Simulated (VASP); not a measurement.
# ZrN (Fm-3m) in VASP: notebook

Aim: see how the results for ZrN move with the level of theory and the settings. Levels: PBE, LDA, PBEsol. Tasks: optical spectrum.

Everything below comes from runs of VASP 6.6.1. Logs are shortened: lines on timing, memory, paths and dates and some standing lists are left out, and cuts for length are marked.

## (1) Starting point

Symmetry: Fm-3m, No. 225, cubic system. Conventional cell: a = 4.575 Å, b = 4.575 Å, c = 4.575 Å, α = 90.00°, β = 90.00°, γ = 90.00°. Zr (site symmetry m-3m) is surrounded by 6 N at 2.29 Å. N (site symmetry m-3m) has 6 Zr at 2.29 Å as nearest neighbours.

The cell was built by a generator and isn't the measured one.

## (2) Optical spectrum, PBE

Input file INCAR:

```
ALGO = Normal
CSHIFT = 0.1
EDIFF = 1E-6
ENCUT = 520
GGA = PE
ISIF = 2
ISMEAR = -1
LASPH = True
LCHARG = False
LOPTICS = True
LREAL = False
LWAVE = False
NBANDS = 40
NEDOS = 2000
NELM = 80
PREC = Accurate
SIGMA = 0.05
```

Input file KPOINTS:

```
k-points
0
Gamma
  28 28 28
```

Input file POSCAR:

```
ZrN
1.0
    0.0000000000      2.2875000000      2.2875000000
    2.2875000000      0.0000000000      2.2875000000
    2.2875000000      2.2875000000      0.0000000000
Zr N
1 1
Direct
    0.0000000000      0.0000000000      0.0000000000
    0.5000000000      0.5000000000      0.5000000000
```

Potentials or basis: VASP PAW PBE potentials, release 64 (Zr_sv, N).

Run with:

```console
$ cat potpaw_PBE.64/Zr_sv/POTCAR potpaw_PBE.64/N/POTCAR > POTCAR
$ mpirun -np 1 vasp_std > vasp.out
```

OUTCAR:

```text
EDIFF = 1E-6
   ENCUT = 520
   GGA = PE
   ISIF = 2
   ISMEAR = -1
   LASPH = True
   LREAL = False
   NELM = 80
   PREC = Accurate

 ion  position               nearest neighbor table
   1  0.000  0.000  0.000-   2 2.29   2 2.29   2 2.29   2 2.29   2 2.29   2 2.29
   2  0.500  0.500  0.500-   1 2.29   1 2.29   1 2.29   1 2.29   1 2.29   1 2.29

  LATTYP: Found a face centered cubic cell.
 ALAT       =     4.5750000000

  Lattice vectors:

 A1 = (   0.0000000000,   2.2875000000,   2.2875000000)
 A2 = (   2.2875000000,   0.0000000000,   2.2875000000)
 A3 = (   2.2875000000,   2.2875000000,   0.0000000000)

Analysis of symmetry for initial positions (statically):
=====================================================================
 Subroutine PRICEL returns:
 Original cell was already a primitive cell.

 Routine SETGRP: Setting up the symmetry group for a
 face centered cubic supercell.

 Subroutine GETGRP returns: Found 48 space group operations
 (whereof 48 operations were pure point group operations)
 out of a pool of 48 trial point group operations.

The static configuration has the point symmetry O_h .

Analysis of symmetry for dynamics (positions and initial velocities):
=====================================================================
 Subroutine PRICEL returns:
 Original cell was already a primitive cell.

 Routine SETGRP: Setting up the symmetry group for a
 face centered cubic supercell.

 Subroutine GETGRP returns: Found 48 space group operations
 (whereof 48 operations were pure point group operations)
 out of a pool of 48 trial point group operations.

The dynamic configuration has the point symmetry O_h .

 Subroutine INISYM returns: Found 48 space group operations
 (whereof 48 operations are pure point group operations),
 and found     1 'primitive' translations

----------------------------------------------------------------------------------------

                                     Primitive cell

  volume of cell :      23.9394

  direct lattice vectors                    reciprocal lattice vectors
     0.000000000  2.287500000  2.287500000    -0.218579235  0.218579235  0.218579235
     2.287500000  0.000000000  2.287500000     0.218579235 -0.218579235  0.218579235
     2.287500000  2.287500000  0.000000000     0.218579235  0.218579235 -0.218579235

  length of vectors
     3.235013524  3.235013524  3.235013524     0.378590340  0.378590340  0.378590340

  position of ions in fractional coordinates (direct lattice)
     0.000000000  0.000000000  0.000000000
     0.500000000  0.500000000  0.500000000

  ion indices of the primitive-cell ions
   primitive index   ion index
                 1           1
                 2           2

----------------------------------------------------------------------------------------

 KPOINTS: k-points

Automatic generation of k-mesh.
 Grid dimensions read from file:
 generate k-points for:   28   28   28

 Generating k-lattice:

  Cartesian coordinates                     Fractional coordinates (reciprocal lattice)
    -0.007806401  0.007806401  0.007806401     0.035714286  0.000000000  0.000000000
[... 73 lines left out ...]
   EFERMI =   0.00;   METHOD = LEGACY
   ISMEAR =    -1;   SIGMA  =   0.05  broadening in eV -4-tet -1-fermi 0-gaus
   EFERMI_NEDOS =   21; number of points for ismear=-14 and -15
   IALGO  =     38    algorithm
   IMIX   =      4    mixing-type and parameters
     AMIX     =   0.40;   BMIX     =  1.00
     AMIX_MAG =   1.60;   BMIX_MAG =  1.00
  volume/ion in A,a.u.               =      11.97        80.78
  Fermi-wavevector in a.u.,A,eV,Ry     =   1.460562  2.760062 29.024516  2.133242
  Thomas-Fermi vector in A             =   2.576997
   LORBIT       =      0    0 simple, 1 ext, 2 COOP (PROOUT), +10 PAW based schemes
   GGA     = PE    functional components
   LHFCALC =     F    Hartree Fock is set to
   AEXX    =    0.0000 exact exchange contribution
   IVDW    =     0    specifies the selected vdW correction
   LEPSILON=     F    determine dielectric tensor
   LRPA    =     F    only Hartree local field effects (RPA)
 non-spin polarized calculation
  energy-cutoff  :      520.00
  volume of cell :       23.94
 maximum number of plane-waves:       658
   NGX = 13   NGY = 13   NGZ = 13

 number of electron      16.9999999 magnetization

 Free energy of the ion-electron system (eV)
  ---------------------------------------------------
  ext. energy  EPLUGINS =         0.00000000
  ---------------------------------------------------
  free energy    TOTEN  =       -20.36870128 eV

  energy without entropy =      -20.36298473  energy(sigma->0) =      -20.36584300

 E-fermi :  12.0628     XC(G=0): -12.5381

 val. band max:       12.0576682551   @ k =  -0.4643   0.2500   0.0357
 cond. band min:      12.0648881145   @ k =   0.2500   0.0714   0.0357
 fundamental gap:      0.0072198594
 Fermi energy:        12.0628379310

 k-point     1 :       0.0000    0.0000    0.0000
  band No.  band energies     occupation
      1     -37.5204      2.00000
      2     -15.1348      2.00000
      3     -15.1348      2.00000
      4     -15.1348      2.00000
      5      -4.2479      2.00000
      6       9.3865      2.00000
[... 541 lines left out ...]
     19      35.4330      0.00000
     20      35.9577      0.00000

 [... further k-points ...]

 [bands above 20 left out]

------------------------ aborting loop because EDIFF is reached ----------------------------------------

  FORCE on cell =-STRESS in cart. coord.  units (eV):
  Direction    XX          YY          ZZ          XY          YZ          ZX
  --------------------------------------------------------------------------------------
  -------------------------------------------------------------------------------------
  Total        0.5329387      0.5329387      0.5329387     -0.0000000     -0.0000000      0.0000000
  in kB       35.6676533     35.6676533     35.6676533     -0.0000000     -0.0000000      0.0000000
  external PRESSURE =      35.6676533 kB  Pullay stress =       0.0000000 kB

 VOLUME and BASIS-vectors are now :
 -----------------------------------------------------------------------------
  energy-cutoff  :      520.00
  volume of cell :       23.94
      direct lattice vectors                 reciprocal lattice vectors
     0.000000000  2.287500000  2.287500000    -0.218579235  0.218579235  0.218579235
     2.287500000  0.000000000  2.287500000     0.218579235 -0.218579235  0.218579235
     2.287500000  2.287500000  0.000000000     0.218579235  0.218579235 -0.218579235

 POSITION                                       TOTAL-FORCE (eV/Angst)
 -----------------------------------------------------------------------------------
      0.00000      0.00000      0.00000         0.000000     -0.000000     -0.000000
      2.28750      2.28750      2.28750        -0.000000      0.000000      0.000000
 -----------------------------------------------------------------------------------
    total drift:                                0.000000     -0.000000     -0.000000

  FREE ENERGIE OF THE ION-ELECTRON SYSTEM (eV)
  ---------------------------------------------------
  free  energy   TOTEN  =       -20.3687012785 eV

  energy  without entropy=      -20.3629847314  energy(sigma->0) =      -20.36584300

 electrical conductivity sigma (Mega S m-1) (frequency dependency in vasprun.xml)
  --------------------------------------------------------------------------------------
         NaN         NaN         NaN
         NaN         NaN         NaN
         NaN         NaN         NaN

  frequency dependent IMAGINARY DIELECTRIC FUNCTION (independent particle, no local field effects) density-density
     E(ev)      X         Y         Z        XY        YZ        ZX
  --------------------------------------------------------------------------------------------------------------
     0.00000     0.00000     0.00000     0.00000     0.00000     0.00000     0.00000
     1.28378     0.68766     0.68766     0.68766    -0.00000     0.00000    -0.00000
     2.56757     0.69238     0.69238     0.69238    -0.00000    -0.00000     0.00000
     3.85135     1.96582     1.96582     1.96582     0.00000    -0.00000    -0.00000
     5.13513     6.83299     6.83299     6.83299     0.00000    -0.00000     0.00000
     6.41891     8.45273     8.45273     8.45273     0.00000     0.00000     0.00000
[... 92 lines left out ...]
   125.81070     0.00009     0.00009     0.00009     0.00000     0.00000    -0.00000
   127.09448     0.00009     0.00009     0.00009     0.00000     0.00000    -0.00000

  frequency dependent      REAL DIELECTRIC FUNCTION (independent particle, no local field effects) density-density
     E(ev)        X           Y           Z          XY          YZ          ZX
  --------------------------------------------------------------------------------------------------------------
     0.00000   164.49340   164.49340   164.49340    -0.00000     0.00000    -0.00000
     1.28378     4.47005     4.47005     4.47005    -0.00000    -0.00000     0.00000
     2.56757     7.22316     7.22316     7.22316    -0.00000    -0.00000     0.00000
     3.85135     8.69234     8.69234     8.69234    -0.00000    -0.00000     0.00000
     5.13513     8.97908     8.97908     8.97908    -0.00000    -0.00000     0.00000
     6.41891     4.89095     4.89095     4.89095     0.00000     0.00000     0.00000
[... 92 lines left out ...]
   125.81070     0.94793     0.94793     0.94793    -0.00000    -0.00000     0.00000
   127.09448     0.94904     0.94904     0.94904    -0.00000    -0.00000     0.00000

  frequency dependent IMAGINARY DIELECTRIC FUNCTION (independent particle, no local field effects) current-current
     E(ev)      X         Y         Z        XY        YZ        ZX
  --------------------------------------------------------------------------------------------------------------
     0.00000    77.49106    77.49106    77.49106    -0.00000    -0.00000     0.00000
     1.28378     1.22316     1.22316     1.22316    -0.00000     0.00000    -0.00000
     2.56757     1.18310     1.18310     1.18310    -0.00000     0.00000    -0.00000
     3.85135     2.36513     2.36513     2.36513    -0.00000    -0.00000     0.00000
     5.13513     7.15106     7.15106     7.15106    -0.00000    -0.00000     0.00000
     6.41891     8.56833     8.56833     8.56833    -0.00000    -0.00000     0.00000
[... 92 lines left out ...]
   125.81070     0.00001     0.00001     0.00001    -0.00000     0.00000    -0.00000
   127.09448     0.00000     0.00000     0.00000    -0.00000     0.00000    -0.00000

  frequency dependent      REAL DIELECTRIC FUNCTION (independent particle, no local field effects) current-current
     E(ev)        X           Y           Z          XY          YZ          ZX
  --------------------------------------------------------------------------------------------------------------
     0.00000   -15.72260   -15.72260   -15.72260     0.00000     0.00000    -0.00000
     1.28378     6.66042     6.66042     6.66042     0.00000     0.00000     0.00000
     2.56757     7.73582     7.73582     7.73582    -0.00000     0.00000     0.00000
     3.85135     8.84490     8.84490     8.84490    -0.00000    -0.00000     0.00000
     5.13513     8.83824     8.83824     8.83824     0.00000     0.00000     0.00000
     6.41891     4.70685     4.70685     4.70685     0.00000     0.00000    -0.00000
[... 92 lines left out ...]
   125.81070     0.94816     0.94816     0.94816     0.00000    -0.00000     0.00000
   127.09448     0.94927     0.94927     0.94927     0.00000    -0.00000     0.00000
```

Wall time 2.7 min (1 thread of Intel Xeon 6975P-C (Granite Rapids), shared host); peak memory 0.89 GiB.

What came out:

```yaml
Free_energy: -20.3687 eV
Pressure: 3.6 GPa
Band_gap_on_the_k_mesh: none (metal or under the smearing width)
```

Levels at points of the mesh, in eV from the Fermi level:
| k point | band 5 | band 6 | band 7 | band 8 | band 9 | band 10 | band 11 | band 12 | band 13 | band 14 |
| --- | --- | --- | --- | --- | --- | --- | --- | --- | --- | --- |
| (0.00, 0.00, 0.00) | -16.31 | -2.68 | -2.68 | -2.68 | -0.41 | -0.41 | -0.41 | 1.59 | 1.59 | 2.93 |
| (0.50, 0.00, 0.00) | -14.08 | -7.70 | -5.73 | -5.73 | 3.04 | 3.11 | 3.11 | 4.77 | 7.78 | 7.78 |
| (0.50, 0.50, 0.00) | -15.79 | -4.57 | -3.52 | -3.17 | -3.17 | 3.39 | 4.57 | 4.57 | 5.01 | 9.09 |

Dielectric function (mean over the directions given):
```csv
energy (eV),real part,imaginary part
0.26,-19.24,54.74
0.71,-1.18,3.55
1.22,4.14,0.74
1.73,5.79,0.61
2.25,6.71,0.57
2.76,7.42,0.81
3.27,8.07,1.40
3.79,8.64,1.98
4.24,9.74,2.76
4.75,10.10,5.07
5.26,8.50,7.01
5.78,7.11,8.13
6.29,5.50,8.57
6.80,4.64,7.97
7.32,3.86,8.14
7.83,2.18,8.52
8.28,1.61,8.09
8.79,0.53,8.44
9.31,-0.81,7.83
9.82,-2.93,7.10
10.33,-2.98,4.40
10.85,-2.45,3.94
11.36,-3.05,2.53
11.88,-1.97,1.45
12.32,-1.40,1.17
12.84,-0.84,0.94
13.35,-0.26,0.82
13.86,0.12,0.89
14.38,0.44,0.95
14.89,0.64,1.23
15.41,0.59,1.32
15.92,0.73,1.47
16.37,0.65,1.79
16.88,0.43,1.65
17.40,0.34,1.67
17.91,0.16,1.54
18.42,0.10,1.44
18.94,0.12,1.22
19.45,0.08,1.16
19.96,0.02,1.01
```

Caveat: independent-particle spectra lack excitons; the intraband (Drude) part of a metal's response may be missing.

(Continued in part 2 of 2.)
